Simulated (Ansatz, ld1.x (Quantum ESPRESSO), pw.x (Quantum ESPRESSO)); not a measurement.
# pw.x on diamond Ca: one setting changed

Potential: norm-conserving Troullier–Martins (Kleinman–Bylander form), ld1.x (Quantum ESPRESSO) 7.5, PBE; core [Ar], reference 3d0 4s1.75 4p0; waves: 4p (bound, empty): rc 4.08 bohr; 3d (bound, empty): rc 3.20 bohr; 4s (bound): rc 2.40 bohr; local part: the s channel; core correction: a·sin(br)/r model core inside 2.25 bohr.

The reference run (k-mesh 8³, cutoffs 50/200 Ry, Fermi–Dirac 0.01 Ry, mixing_beta 0.4, conv_thr 1e-9, no spin) gives -0.01 GPa at 79.425 Å³/atom, where all-electron LAPW gives -0.00 GPa. This run, with its own iteration cap, changes smearing to gauss.

```
&control
  calculation='scf', prefix='x', pseudo_dir='./', outdir='./tmp', tstress=.true., disk_io='none'
/
&system
  ibrav=0, nat=2, ntyp=1, ecutwfc=50, ecutrho=200, nbnd=9,
  occupations='smearing', smearing='gauss', degauss=0.01
/
&electrons
  conv_thr=1e-09, mixing_beta=0.4, electron_maxstep=70
/
ATOMIC_SPECIES
Ca 1.0 Ca.UPF
CELL_PARAMETERS angstrom
  0.00000000 4.29852121 4.29852121
  4.29852121 0.00000000 4.29852121
  4.29852121 4.29852121 0.00000000
ATOMIC_POSITIONS crystal
Ca 0.0000 0.0000 0.0000
Ca 0.2500 0.2500 0.2500
K_POINTS automatic
8 8 8 0 0 0
```

```bash
pw.x < Ca.scf.in > Ca.scf.out
```

Q: How does the run end?

A: It converges in 9 iterations; the free energy moves by +43.6 meV/atom and the pressure by +0.03 GPa. Gaussian smearing of the same width is narrower in effect than Fermi–Dirac, so its quadratic term in F is smaller.

```
Message from routine setup:
     using ibrav=0 with symmetry is DISCOURAGED, use correct ibrav instead
     lattice parameter (alat)  =      11.4877  a.u.
     unit-cell volume          =    1071.9729 (a.u.)^3
     number of electrons       =         4.00
     number of Kohn-Sham states=            9
     kinetic-energy cutoff     =      50.0000  Ry
     charge density cutoff     =     200.0000  Ry
     scf convergence threshold =      1.0E-09
     Exchange-correlation= PBE
     number of k points=    29  Gaussian smearing, width (Ry)=  0.0100
     iteration #  1     ecut=    50.00 Ry     beta= 0.40
     total energy              =      -5.39883770 Ry
     estimated scf accuracy    <       0.00231921 Ry
     iteration #  2     ecut=    50.00 Ry     beta= 0.40
     total energy              =      -5.40010343 Ry
     estimated scf accuracy    <       0.00094769 Ry
     iteration #  3     ecut=    50.00 Ry     beta= 0.40
     total energy              =      -5.40032714 Ry
     estimated scf accuracy    <       0.00000208 Ry
     [... 3 iterations left out ...]
     iteration #  7     ecut=    50.00 Ry     beta= 0.40
     total energy              =      -5.40038170 Ry
     estimated scf accuracy    <       0.00000001 Ry
     iteration #  8     ecut=    50.00 Ry     beta= 0.40
     total energy              =      -5.40038170 Ry
     estimated scf accuracy    <          1.5E-09 Ry
     iteration #  9     ecut=    50.00 Ry     beta= 0.40
     the Fermi energy is     0.0191 ev
!    total energy              =      -5.40038170 Ry
     estimated scf accuracy    <          4.0E-10 Ry
     smearing contrib. (-TS)   =      -0.00237101 Ry
     The total energy is F=E-TS. E is the sum of the following terms:
     one-electron contribution =       1.27698571 Ry
     hartree contribution      =       0.09233984 Ry
     xc contribution           =      -4.11473023 Ry
     ewald contribution        =      -2.65260601 Ry
     convergence has been achieved in   9 iterations
          total   stress  (Ry/bohr**3)                   (kbar)     P=        0.15
     Message from routine punch:
     Nothing written, as per user request (disk_io='none')
```

The run took about 38 s on one core of a shared host (Neoverse-V1, 32 threads, 247 GiB, load 26).
